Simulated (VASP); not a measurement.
Input of a VASP 6.6.1 run:

File INCAR:

```
SYSTEM = LiNbO3
PREC = Accurate
ENCUT = 600
EDIFF = 1E-7
ISMEAR = 0
SIGMA = 0.03
LREAL = .FALSE.
LASPH = .TRUE.
NELM = 80
ALGO = Normal
ISIF = 3
LWAVE = .FALSE.
LCHARG = .FALSE.
METAGGA = R2SCAN
LMIXTAU = .TRUE.
IBRION = 2
NSW = 90
EDIFFG = -0.005
KPAR = 4
```

The input KPOINTS:

```
regular mesh
0
G
  6 6 6
  0 0 0
```

POSCAR

```
LiNbO3                                  
1.0
    2.5632436003      1.4798893827      4.6237067343
   -2.5632436003      1.4798893827      4.6237067343
    0.0000000000     -2.9597787653      4.6237067343
  Li              Nb              O             
     2     2     6
Direct
     0.2823913364751500    0.2823913364751500    0.2823913364751500
     0.7823913364751500    0.7823913364751500    0.7823913364751500
     0.9999735458944206    0.9999735458944206    0.9999735458944206
     0.4999735458944204    0.4999735458944204    0.4999735458944204
     0.1067687565766163    0.3633999613048436    0.7192813997489688
     0.7192813997489687    0.1067687565766163    0.3633999613048436
     0.3633999613048436    0.7192813997489688    0.1067687565766163
     0.2192813997489688    0.8633999613048438    0.6067687565766159
     0.8633999613048435    0.6067687565766163    0.2192813997489688
     0.6067687565766162    0.2192813997489687    0.8633999613048438
```

Potentials or basis: VASP PAW PBE potentials, release 64 (Li_sv, Nb_sv, O).

Launch:

```sh
$ cat potpaw_PBE.64/Li_sv/POTCAR potpaw_PBE.64/Nb_sv/POTCAR potpaw_PBE.64/O/POTCAR > POTCAR
$ mpirun -np 4 vasp_std > vasp.out
```

(1) What does it give for the space group after relaxing (to 0.05 Å)?

(2) Predict the relaxed cell.

(3) Estimate the relaxed volume.

Results:

(1) R3c (No. 161).

(2) a = 5.491 Å, b = 5.491 Å, c = 5.491 Å, α = 55.68°, β = 55.68°, γ = 55.68°.

(3) 10.53 Å³/atom.

Caveat: the cutoff is under 1.25 times the usual one of these potentials, so pressure, stress and relaxed cells hold a basis-set (Pulay) error; the PAW data sets were made with another functional, which shifts forces and pressure a little.
